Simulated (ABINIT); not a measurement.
# Beyond one shot: GaP (F-43m)

Wanted: G0W0 and self-consistent gaps of GaP (F-43m), with the cost of the cycles.

Program: ABINIT 10.8.3. Level of theory: PBE and many-body steps on it, plane waves. Results are calculated unless marked as measured.

**Experimental background.**

- Gap 2.25 ± 0.04 eV: optical gap from Tauc plot (fundamental, indirect); spectroscopic ellipsometry, Tauc-Lorentz fit and Tauc plot; 300 K; film (GaP layer on Si reference sample) on Si (“Assessment of GaPSb/Si tandem material association properties for photoelectrochemical cells”, 2020, arxiv:2002.02774).

## Step 1: The starting structure

Symmetry: F-43m, No. 216, cubic system. Conventional cell: a = 5.450 Å, b = 5.450 Å, c = 5.450 Å, α = 90.00°, β = 90.00°, γ = 90.00°. Nearest to Ga lie 4 P at 2.36 Å. P has 4 Ga at 2.36 Å nearest. Farther neighbours are not listed.

The cell and positions come from the Crystallography Open Database and are kept as given unless a step says otherwise.

## Step 2: Empty states on the mesh, 4×4×4 mesh, 169 bands

This step: ABINIT 10.8.3; DFT, PBE, plane waves, norm-conserving pseudopotentials.

The sums over transitions need many empty states on a uniform mesh; this step solves for them.

File run.abi:

```
acell 3*1.0 Angstrom
rprim 
  0.000000000000 2.725250000000 2.725250000000
  2.725250000000 0.000000000000 2.725250000000
  2.725250000000 2.725250000000 0.000000000000
ntypat 2
znucl 31 15
natom 2
typat 1 2
xred 
  0.000000000000 0.000000000000 0.000000000000
  0.250000000000 0.250000000000 0.250000000000
pp_dirpath "pseudos"
pseudos "Ga.upf, P.upf"
ecut 45
ngkpt 4 4 4
nshiftk 1
shiftk 0 0 0
kptopt 1
chksymbreak 0
irdden 1
istwfk *1
nband 169
prtvol 0
optdriver 6
gwr_task "HDIAGO"
paral_kgb 0
occopt 1
indata_prefix "in"
outdata_prefix "out"
tmpdata_prefix "tmp"
```

Started as:

```console
$ OMP_NUM_THREADS=1 mpirun -n 4 abinit run.abi > log
```

What it wrote:

```text
.Version 10.8.3 of ABINIT. v10.8.2 released Aug 2026.

 Symmetries : space group F-4 3 m (#216); Bravais cF (face-center cubic)
[... echo of the input left out ...]
== DATASET  1 ==================================================================
-   mpi_nproc: 4, omp_nthreads: 1 (-1 if OMP is not activated)

--- !DatasetInfo
iteration_state: {dtset: 1, }
dimensions: {natom: 2, nkpt: 8, mband: 169, nsppol: 1, nspinor: 1, nspden: 1, mpw: 3972, }
cutoff_energies: {ecut:  45.0, pawecutdg:  -1.0, }
[...]
Indirect band gap semiconductor
 Fundamental gap:     1.652 (eV)
   VBM:     5.227 (eV) at k: [ 0.0000E+00,  0.0000E+00,  0.0000E+00]
   CBM:     6.880 (eV) at k: [ 5.0000E-01,  5.0000E-01,  0.0000E+00]
 Direct gap:         1.809 (eV) at k: [ 0.0000E+00,  0.0000E+00,  0.0000E+00]

== END DATASET(S) ==============================================================
================================================================================

 -outvars: echo values of variables after computation  --------
           etotal      0.0000000000E+00
            nband         169
             nkpt           8
          spgroup         216
 [... the other variables as echoed above ...]

 Calculation completed.
```

The job ended after 1.7 min (4 MPI ranks of Arm Neoverse V1, shared host; peak memory 3.6 GiB; 6.8 min of CPU time).

Numbers from this step:

```yaml
gap: 1.652 eV
k_of_the_valence_top: 0, 0, 0
k_of_the_conduction_bottom: 0.5, 0.5, 0
least_direct_gap: 1.809 eV
k_points_computed: 8
lowest_point_of_the_top_converged_band_above_the_valence_top: 125.8280 eV
```

On this mesh the gap is 1.652 eV.

The density comes from a self-consistent run that is not shown.

## Step 3: Screening, 4×4×4 mesh, 161 bands, screening to 195.9 eV

The RPA dielectric matrix is built and inverted for each q.

This step: RPA screening on PBE, plane waves, norm-conserving pseudopotentials.

Changes to run.abi since step 2:

```diff
@@ -20,10 +20,11 @@
 chksymbreak 0
-irdden 1
 istwfk *1
-nband 169
-prtvol 0
-optdriver 6
-gwr_task "HDIAGO"
-paral_kgb 0
 occopt 1
+irdwfk 1
+optdriver 3
+nband 161
+ecuteps 7.2
+inclvkb 2
+awtr 1
+symchi 1
 indata_prefix "in"
```

What it wrote:

```text
.Version 10.8.3 of ABINIT. v10.8.2 released Aug 2026.

 Symmetries : space group F-4 3 m (#216); Bravais cF (face-center cubic)
[... echo of the input left out ...]
== DATASET  1 ==================================================================
-   mpi_nproc: 4, omp_nthreads: 1 (-1 if OMP is not activated)

--- !DatasetInfo
iteration_state: {dtset: 1, }
dimensions: {natom: 2, nkpt: 8, mband: 161, nsppol: 1, nspinor: 1, nspden: 1, mpw: 3972, }
cutoff_energies: {ecut:  45.0, pawecutdg:  -1.0, }
electrons: {nelect:   2.60000000E+01, charge:   0.00000000E+00, occopt:   1.00000000E+00, tsmear:   1.00000000E-02, }

 SCREENING: Calculation of the susceptibility and dielectric matrices

 Based on a program developped by R.W. Godby, V. Olevano, G. Onida, and L. Reining.
 Incorporated in ABINIT by V. Olevano, G.-M. Rignanese, and M. Torrent.
.Using double precision arithmetic ; gwpc =  8

[... cell and pseudopotentials left out ...]
--------------------------------------------------------------------------------

 ==== K-mesh for the wavefunctions ====
 Number of points in the irreducible wedge :     8
[... list of points left out ...]
 Together with 24 symmetry operations and time-reversal symmetry
 yields    64 points in the full Brillouin Zone.

 ==== Q-mesh for the screening function ====
 Number of points in the irreducible wedge :     8
[... list of points left out ...]
 Together with 24 symmetry operations and time-reversal symmetry
 yields    64 points in the full Brillouin Zone.

 setmesh: FFT mesh size selected  =    32x   32x   32
          total number of points  =        32768

 vcoul_init : cutoff-mode = AUXILIARY_FUNCTION
 q-points for optical limit:   1
     1)      0.000010    0.000020    0.000030

- screening: taking advantage of time-reversal symmetry
- Maximum band index for partially occupied states nbvw = 13
- Remaining bands to be divided among processors   nbcw = 148
- Number of bands treated by each node ~37

 Number of electrons calculated from density =   26.0000; Expected =   26.0000
 average of density, n =  0.095176
 r_s =    1.3587
 omega_plasma =   29.7591 [eV]

 calculating chi0 at frequencies [eV] :
  1    0.000000E+00    0.000000E+00
  2    0.000000E+00    2.975908E+01

--------------------------------------------------------------------------------
  q-point number  1        q = ( 0.000000, 0.000000, 0.000000) [r.l.u.]
--------------------------------------------------------------------------------
[... chi0 elements left out ...]
 For q-point:  0.000010 0.000020 0.000030
  dielectric constant =  18.1480
  dielectric constant without local fields =  19.7217

  Average fulfillment of the sum rule on Im[epsilon] for q-point    1 :     54.76  [%]
[... wings left out ...]
  q-point number  2        q = ( 0.250000, 0.000000, 0.000000) [r.l.u.]
--------------------------------------------------------------------------------
[... chi0 elements left out ...]
  Average fulfillment of the sum rule on Im[epsilon] for q-point    2 :     61.14  [%]

 [... 6 further q-points ...]
```

Elapsed: 61 s, on 4 MPI ranks; peak memory 1.3 GiB.

Numbers from this step:

| Property | Result |
| --- | --- |
| ε∞ with local fields, on this mesh, along the program's q direction | 18.15 |
| the same without local fields | 19.72 |
| plasma frequency | 29.76 eV |
| plane waves in the screening matrix | 259 |

Local fields lower ε∞ by 8 %. On a Γ-centred mesh this coarse the value itself is usually too large, while a short band sum pulls it down.

## Step 4: G0W0

The self-energy is evaluated for the states that the input lists, and the levels follow from it, in one-shot runs by the linearised quasiparticle equation.

This step: G0W0 on PBE, plane waves, norm-conserving pseudopotentials.

Changes to run.abi since step 3:

```diff
@@ -23,8 +23,17 @@
 irdwfk 1
-optdriver 3
+optdriver 4
 nband 161
+gwcalctyp 0
+ecutsigx 45
+symsigma 1
+nkptgw 2
+kptgw 
+  0.0000000000 0.0000000000 0.0000000000
+  0.5000000000 0.5000000000 0.0000000000
+bdgw 
+  11 17
+  12 15
 ecuteps 7.2
-inclvkb 2
-awtr 1
-symchi 1
+irdscr 1
+ppmodel 1
 indata_prefix "in"
```

What it wrote:

```text
.Version 10.8.3 of ABINIT. v10.8.2 released Aug 2026.

 Symmetries : space group F-4 3 m (#216); Bravais cF (face-center cubic)
[... echo of the input left out ...]
== DATASET  1 ==================================================================
-   mpi_nproc: 4, omp_nthreads: 1 (-1 if OMP is not activated)

--- !DatasetInfo
iteration_state: {dtset: 1, }
dimensions: {natom: 2, nkpt: 8, mband: 161, nsppol: 1, nspinor: 1, nspden: 1, mpw: 3972, }
cutoff_energies: {ecut:  45.0, pawecutdg:  -1.0, }
electrons: {nelect:   2.60000000E+01, charge:   0.00000000E+00, occopt:   1.00000000E+00, tsmear:   1.00000000E-02, }

 SIGMA: Calculation of the GW corrections

 Based on a program developped by R.W. Godby, V. Olevano, G. Onida, and L. Reining.
 Incorporated in ABINIT by V. Olevano, G.-M. Rignanese, and M. Torrent.
.Using double precision arithmetic ; gwpc =  8

[... cell and pseudopotentials left out ...]
--------------------------------------------------------------------------------

 ==== K-mesh for the wavefunctions ====
 Number of points in the irreducible wedge :     8
[... list of points left out ...]
 Together with 24 symmetry operations and time-reversal symmetry
 yields    64 points in the full Brillouin Zone.

 ==== Q-mesh for screening function ====
 Number of points in the irreducible wedge :     8
[... list of points left out ...]
 Together with 24 symmetry operations and time-reversal symmetry
 yields    64 points in the full Brillouin Zone.

 vcoul_init : cutoff-mode = AUXILIARY_FUNCTION
 q-points for optical limit:   1
     1)      0.000010    0.000020    0.000030
 setmesh: FFT mesh size selected  =    45x   45x   45
          total number of points  =        91125

 Number of electrons calculated from density =   26.0000; Expected =   26.0000
 average of density, n =  0.095176
 r_s =    1.3587
 omega_plasma =   29.7591 [eV]

 === KS Band Gaps ===
  >>>> For spin  1
   Minimum direct gap =   1.8094 [eV], located at k-point      :   0.0000  0.0000  0.0000
   Fundamental gap    =   1.6525 [eV], Top of valence bands at :   0.0000  0.0000  0.0000
                                       Bottom of conduction at :   0.5000  0.5000  0.0000
 SIGMA fundamental parameters:
 PLASMON POLE MODEL  1
 number of plane-waves for SigmaX                 3839
 number of plane-waves for SigmaC and W            259
 number of plane-waves for wavefunctions          3839
 number of bands                                   161
 number of independent spin polarizations            1
 number of spinorial components                      1
 number of k-points in IBZ                           8
 number of q-points in IBZ                           8
 number of symmetry operations                      24
 number of k-points in BZ                           64
 number of q-points in BZ                           64
 number of frequencies for dSigma/dE                 9
 frequency step for dSigma/dE [eV]                0.25
 number of omega for Sigma on real axis              0
 max omega for Sigma on real axis  [eV]           0.00
 zcut for avoiding poles [eV]                     0.10

 EPSILON^-1 parameters (SCR file):
 dimension of the eps^-1 matrix on file            259
 dimension of the eps^-1 matrix used               259
 number of plane-waves for wavefunctions          3839
 number of bands                                   161
 number of q-points in IBZ                           8
 number of frequencies                               2
 number of real frequencies                          1
 number of imag frequencies                          1

 matrix elements of self-energy operator (all in [eV])

 Perturbative Calculation

--- !SelfEnergy_ee
iteration_state: {dtset: 1, }
kpoint     : [   0.000,    0.000,    0.000, ]
spin       : 1
KS_gap     :    1.809
QP_gap     :    2.655
Delta_QP_KS:    0.846
data: !SigmaeeData |
     Band     E0 <VxcDFT>   SigX SigC(E0)      Z dSigC/dE  Sig(E)    E-E0       E
       11   5.227 -13.290 -15.271   1.072   0.785  -0.274 -14.004  -0.714   4.513
       12   5.227 -13.290 -15.271   1.072   0.785  -0.274 -14.004  -0.714   4.513
       13   5.227 -13.290 -15.271   1.072   0.785  -0.274 -14.004  -0.714   4.513
       14   7.037 -12.704  -8.093  -4.444   0.792  -0.263 -12.572   0.132   7.169
       15   9.112 -11.361  -6.717  -4.410   0.799  -0.251 -11.174   0.187   9.299
       16   9.112 -11.361  -6.717  -4.410   0.799  -0.251 -11.174   0.187   9.299
       17   9.112 -11.361  -6.717  -4.410   0.799  -0.251 -11.174   0.187   9.299

--- !SelfEnergy_ee
iteration_state: {dtset: 1, }
kpoint     : [   0.500,    0.500,    0.000, ]
spin       : 1
KS_gap     :    4.338
QP_gap     :    5.045
Delta_QP_KS:    0.707
data: !SigmaeeData |
     Band     E0 <VxcDFT>   SigX SigC(E0)      Z dSigC/dE  Sig(E)    E-E0       E
       12   2.542 -11.795 -14.741   1.899   0.778  -0.285 -12.610  -0.815   1.727
       13   2.542 -11.795 -14.741   1.899   0.778  -0.285 -12.610  -0.815   1.727
       14   6.880  -9.776  -5.923  -3.986   0.809  -0.236  -9.884  -0.107   6.772
       15   7.048 -10.956  -6.909  -4.030   0.803  -0.245 -10.942   0.014   7.061

== END DATASET(S) ==============================================================
================================================================================

 -outvars: echo values of variables after computation  --------
           etotal      0.0000000000E+00
            nband         161
             nkpt           8
          spgroup         216
 [... the other variables as echoed above ...]

 Calculation completed.
```

Elapsed: 19 s, on 4 MPI ranks; peak memory 1.2 GiB.

Numbers from this step:

| Property | Result |
| --- | --- |
| G0W0 gap on the points computed | 2.259 eV |
| starting gap on the mesh | 1.652 eV |
| k of the valence top | 0, 0, 0 |
| k of the conduction bottom | 0.5, 0.5, 0 |
| Z at the valence top | 0.785 |
| Z at the conduction bottom | 0.809 |
| least direct G0W0 gap on the computed points | 2.656 eV |

The gap on the mesh goes from 1.65 eV to 2.26 eV, a correction of +0.61 eV.

## Step 5: evGW0, cycle 1

This step: evGW0 on PBE, plane waves, norm-conserving pseudopotentials.

Changes to run.abi since step 4:

```diff
@@ -25,12 +25,24 @@
 nband 161
-gwcalctyp 0
+gwcalctyp 10
 ecutsigx 45
 symsigma 1
-nkptgw 2
+nkptgw 8
 kptgw 
   0.0000000000 0.0000000000 0.0000000000
+  0.2500000000 0.0000000000 0.0000000000
+  0.5000000000 0.0000000000 0.0000000000
+  0.2500000000 0.2500000000 0.0000000000
+  0.5000000000 0.2500000000 0.0000000000
+  -0.2500000000 0.2500000000 0.0000000000
   0.5000000000 0.5000000000 0.0000000000
+  -0.2500000000 0.5000000000 0.2500000000
 bdgw 
   11 17
-  12 15
+  11 17
+  11 17
+  11 17
+  11 17
+  11 17
+  11 17
+  11 17
 ecuteps 7.2
```

What it wrote:

```text
.Version 10.8.3 of ABINIT. v10.8.2 released Aug 2026.

 Symmetries : space group F-4 3 m (#216); Bravais cF (face-center cubic)
[... echo of the input left out ...]
== DATASET  1 ==================================================================
-   mpi_nproc: 4, omp_nthreads: 1 (-1 if OMP is not activated)

--- !DatasetInfo
iteration_state: {dtset: 1, }
dimensions: {natom: 2, nkpt: 8, mband: 161, nsppol: 1, nspinor: 1, nspden: 1, mpw: 3972, }
cutoff_energies: {ecut:  45.0, pawecutdg:  -1.0, }
electrons: {nelect:   2.60000000E+01, charge:   0.00000000E+00, occopt:   1.00000000E+00, tsmear:   1.00000000E-02, }

 SIGMA: Calculation of the GW corrections

 Based on a program developped by R.W. Godby, V. Olevano, G. Onida, and L. Reining.
 Incorporated in ABINIT by V. Olevano, G.-M. Rignanese, and M. Torrent.
.Using double precision arithmetic ; gwpc =  8

[... cell and pseudopotentials left out ...]
--------------------------------------------------------------------------------

 ==== K-mesh for the wavefunctions ====
 Number of points in the irreducible wedge :     8
[... list of points left out ...]
 Together with 24 symmetry operations and time-reversal symmetry
 yields    64 points in the full Brillouin Zone.

 ==== Q-mesh for screening function ====
 Number of points in the irreducible wedge :     8
[... list of points left out ...]
 Together with 24 symmetry operations and time-reversal symmetry
 yields    64 points in the full Brillouin Zone.

 vcoul_init : cutoff-mode = AUXILIARY_FUNCTION
 q-points for optical limit:   1
     1)      0.000010    0.000020    0.000030
 setmesh: FFT mesh size selected  =    45x   45x   45
          total number of points  =        91125

 Number of electrons calculated from density =   26.0000; Expected =   26.0000
[...]
spin       : 1
KS_gap     :    4.338
QP_gap     :    5.045
Delta_QP_KS:    0.707
data: !SigmaeeData |
     Band     E_DFT   <VxcDFT>   E(N-1)  <Hhartree>   SigX  SigC[E(N-1)]    Z     dSigC/dE  Sig[E(N)]  DeltaE  E(N)_pert E(N)_diago
[...]
--- !SelfEnergy_ee
iteration_state: {dtset: 1, }
kpoint     : [  -0.250,    0.500,    0.250, ]
spin       : 1
KS_gap     :    8.123
QP_gap     :    8.846
Delta_QP_KS:    0.723
data: !SigmaeeData |
     Band     E_DFT   <VxcDFT>   E(N-1)  <Hhartree>   SigX  SigC[E(N-1)]    Z     dSigC/dE  Sig[E(N)]  DeltaE  E(N)_pert E(N)_diago
[...]
16    11.326   -11.064    11.326    22.390    -5.716    -5.167     0.790    -0.266   -10.921     0.143    11.469    11.403
       17    11.375   -10.531    11.375    21.906    -5.676    -4.827     0.805    -0.243   -10.509     0.022    11.397    11.507

 New Fermi energy :        2.033135E-01 Ha ,    5.532443E+00 eV

 === QP Band Gaps ===
  >>>> For spin  1
   Minimum direct gap =   2.8853 [eV], located at k-point      :   0.0000  0.0000  0.0000
   Fundamental gap    =   2.4289 [eV], Top of valence bands at :   0.0000  0.0000  0.0000
                                       Bottom of conduction at :   0.5000  0.5000  0.0000

 writing QP data on file : out_QPS

 Convergence of QP corrections
 >>>>> For spin  1 <<<<<
.  kptgw no:  1; Maximum DeltaE = ( -12.216   0.002) for band index:  2
.  kptgw no:  2; Maximum DeltaE = ( -10.921  -0.000) for band index:  1
.  kptgw no:  3; Maximum DeltaE = (   0.187   0.000) for band index:  1
[...]
.  kptgw no:  7; Maximum DeltaE = (   0.090   0.000) for band index:  2
.  kptgw no:  8; Maximum DeltaE = (   0.204  -0.000) for band index:  2

== END DATASET(S) ==============================================================
================================================================================

 -outvars: echo values of variables after computation  --------
           etotal      0.0000000000E+00
            nband         161
             nkpt           8
          spgroup         216
 [... the other variables as echoed above ...]

 Calculation completed.
```

It took 2.6 min on 4 MPI ranks; peak memory 1.3 GiB; 10 min of CPU time.

This step gave:

```yaml
quasiparticle_gap_on_the_mesh: 2.429 eV
gap_of_the_density_functional_on_the_mesh: 1.652 eV
k_of_the_valence_top: 0, 0, 0
k_of_the_conduction_bottom: 0.5, 0.5, 0
z_at_the_valence_top: 0.785
z_at_the_conduction_bottom: 0.809
least_direct_quasiparticle_gap_on_the_computed_points: 2.885 eV
```

Against G0W0 in ABINIT (4×4×4 mesh, 161 bands, screening to 195.9 eV, Godby-Needs plasmon pole), the gap moves by +0.170 eV. This first cycle still uses the starting levels; it takes the full correction, at all points of the mesh, and its linearised value is 2.259 eV.

## Step 6: evGW0, cycle 2

The corrected levels of the last cycle go back in.

Changes to run.abi since step 5:

```diff
@@ -50,2 +50,3 @@
 ppmodel 1
+irdqps 1
 indata_prefix "in"
```

What it wrote:

```text
.Version 10.8.3 of ABINIT. v10.8.2 released Aug 2026.

 Symmetries : space group F-4 3 m (#216); Bravais cF (face-center cubic)
[... echo of the input left out ...]
== DATASET  1 ==================================================================
-   mpi_nproc: 4, omp_nthreads: 1 (-1 if OMP is not activated)

--- !DatasetInfo
iteration_state: {dtset: 1, }
dimensions: {natom: 2, nkpt: 8, mband: 161, nsppol: 1, nspinor: 1, nspden: 1, mpw: 3972, }
cutoff_energies: {ecut:  45.0, pawecutdg:  -1.0, }
[...]
.  kptgw no:  3; Maximum DeltaE = (  -0.047   0.000) for band index:  1
[...]
.  kptgw no:  7; Maximum DeltaE = (  -0.042  -0.000) for band index:  3
.  kptgw no:  8; Maximum DeltaE = (  -0.048  -0.000) for band index:  2

== END DATASET(S) ==============================================================
================================================================================

 -outvars: echo values of variables after computation  --------
           etotal      0.0000000000E+00
            nband         161
             nkpt           8
          spgroup         216
 [... the other variables as echoed above ...]

 Calculation completed.
```

It took 2.6 min on 4 MPI ranks; peak memory 1.3 GiB; 11 min of CPU time.

Numbers from this step:

| Property | Result |
| --- | --- |
| quasiparticle gap on the mesh | 2.339 eV |
| gap of the density functional on the mesh | 1.652 eV |
| k of the valence top | 0, 0, 0 |
| k of the conduction bottom | 0.5, 0.5, 0 |
| least direct quasiparticle gap on the computed points | 2.742 eV |

Against the cycle before, the gap moves by −0.090 eV.

[end of part 1 of 3]

[Paths, hosts, dates, memory and timing lines, banners, echoed tables and standing remarks are left out of the program output.]

[Logs are printed without paths, hosts, clocks, repeated set-up lines and the standing remarks that a program may print on its own settings, such as how far it seeks lower states.]

[Runs of the session that timed out or met a known fault of the program may be left out.]

[Hosts, paths, dates, database ids (printed as entryN), source tags and the programs' standing remarks are cut or masked in the printed files.]

[G0W0 gaps are taken among the corrected bands and points alone; a level outside them can change the order at an edge.]

[Where Ansatz stands beside ABINIT at settings called matched, ABINIT's density can come from a denser mesh and the files from another edition; pairs whose starting gaps differed by over 0.03 eV were left out, so agreement reads better than it is.]
